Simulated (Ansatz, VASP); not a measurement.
This is a calculation of Cs for VASP 6.6.1.

The input INCAR:

```
SYSTEM = Cs
PREC = Accurate
ENCUT = 520
EDIFF = 1E-7
ISMEAR = -1
SIGMA = 0.05
LREAL = .False.
LASPH = .True.
NELM = 60
ALGO = Normal
ISIF = 2
LWAVE = .False.
LCHARG = .False.
GGA = PS
NBANDS = 10
```

File KPOINTS:

```
Automatic mesh
0
Gamma
  6 6 6
  0 0 0
```

Contents of POSCAR:

```
Cs
1.0
   -3.1074680189      3.1074680189      3.1074680189
    3.1074680189     -3.1074680189      3.1074680189
    3.1074680189      3.1074680189     -3.1074680189
Cs
1
Direct
    0.0000000000      0.0000000000      0.0000000000
```

Potentials or basis: VASP PAW PBE potentials, release 64 (Cs_sv).

The run is started by

```bash
$ cat potpaw_PBE.64/Cs_sv/POTCAR > POTCAR
$ mpirun -np 1 vasp_std > vasp.out
```

Problem. Set up the same calculation for Ansatz 0.2.0. Potentials there: all-electron LAPW, scalar-relativistic.

Solution. As run (the cutoff follows the program's own potentials):

The input input.yaml:

```yaml
crystal:
  lattice:
    - [-3.1074680189, 3.1074680189, 3.1074680189]
    - [3.1074680189, -3.1074680189, 3.1074680189]
    - [3.1074680189, 3.1074680189, -3.1074680189]
  atoms:
    - { symbol: Cs, position: [0.0, 0.0, 0.0] }
kpoints:
  mp_grid: { grid: [6, 6, 6] }
scf:
  occupations: { method: fermi_dirac, width: 0.05 }
hamiltonian:
  xc: pbesol
  pseudopotentials: { kind: all_electron, lapw: { basis_error: 0.0005 } }
output:
  forces: true
  stress: true
  eigenvalues: true
```

Potentials or basis: all-electron LAPW, scalar-relativistic.

The run is started by

```sh
$ ansatz run input.yaml --threads 1 --pin off --max-ram 3072MiB --backend cpu --events-out ev --progress --plain --runs-dir out
```

Both were run:

|  | VASP | Ansatz | Ansatz less VASP |
| --- | --- | --- | --- |
| gap on the k mesh at the Fermi level (eV) | none | none | - |
| pressure (GPa) | -0.2 | -0.2 | +0.01 |

A gap of «none» marks a metal or a gap that the smearing closes. Ansatz ran all-electron here, so the differences hold the error of VASP's frozen core and of both bases.

Caveats: the PAW data sets were made with another functional, which shifts forces and pressure a little (VASP). The runs have no spin-orbit coupling, so splittings on Cs are missing.
